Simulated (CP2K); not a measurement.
Runs of CP2K 2026.2 on Te. The structure is trigonal, space group R-3m (No. 166). The conventional cell has a = 4.612 Å, b = 4.612 Å, c = 5.073 Å, α = 90.00°, β = 90.00°, γ = 120.00°. Around Te (site symmetry -3m) lie 6 Te at 3.15 Å. This isn't the form of Te at room conditions, which is trigonal, of chains.

```csv
task,level,potentials or basis,cell,k mesh,smearing,EPS_DEFAULT,k points reduced by the point group,NGRIDS,basis sets,potentials,gap on the mesh (eV),pressure (GPa)
band structure,TASK,POTENTIAL_UZH Te GTH-SCAN-q6; TZVP-MOLOPT-SCAN-GTH basis,as given,9 × 9 × 9,fermi-dirac 0.01 eV,1.0E-9,yes,5,Te TZVP-MOLOPT-SCAN-GTH-q6,Te GTH-SCAN-q6 of POTENTIAL_UZH,none,(a)
band structure,r2SCAN,POTENTIAL_UZH Te GTH-SCAN-q6; TZVP-MOLOPT-SCAN-GTH basis,as given,9 × 9 × 9,fermi-dirac 0.0259 eV,1.0E-9,yes,4,Te TZVP-MOLOPT-SCAN-GTH-q6,Te GTH-SCAN-q6 of POTENTIAL_UZH,none,2.5
band structure,LDA,GTH_POTENTIALS Te GTH-PADE-q6; TZVP-MOLOPT-PBE-GTH basis,as given,9 × 9 × 9,fermi-dirac 0.01 eV,1.0E-9,yes,4,Te TZVP-MOLOPT-PBE-GTH-q6,Te GTH-PADE-q6 of GTH_POTENTIALS,none,-0.1
relaxation of cell and atoms,LDA,GTH_POTENTIALS Te GTH-PADE-q6; TZVP-MOLOPT-PBE-GTH basis,relaxed,7 × 7 × 7,fermi-dirac 0.05 eV,1.0E-9,-,5,Te TZVP-MOLOPT-PBE-GTH-q6,Te GTH-PADE-q6 of GTH_POTENTIALS,none,0.0
band structure,SCAN,POTENTIAL_UZH Te GTH-SCAN-q6; TZVP-MOLOPT-SCAN-GTH basis,as given,9 × 9 × 9,fermi-dirac 0.05 eV,1.0E-10,yes,5,Te TZVP-MOLOPT-SCAN-GTH-q6,Te GTH-SCAN-q6 of POTENTIAL_UZH,none,2.7
```

Alike in all rows: no spin polarisation.

Estimate the missing entries.

(a) 6.0.

Caveats: the basis of atomic orbitals isn't converged, which shifts pressures, moduli and gaps; the potentials were made for another functional, which shifts forces and pressure (some runs).

A k mesh can miss the band edges, and the runs leave out spin-orbit coupling on Te.

A gap of «none» marks a metal or a gap under the smearing width.

Not every run made on this cell is shown here.
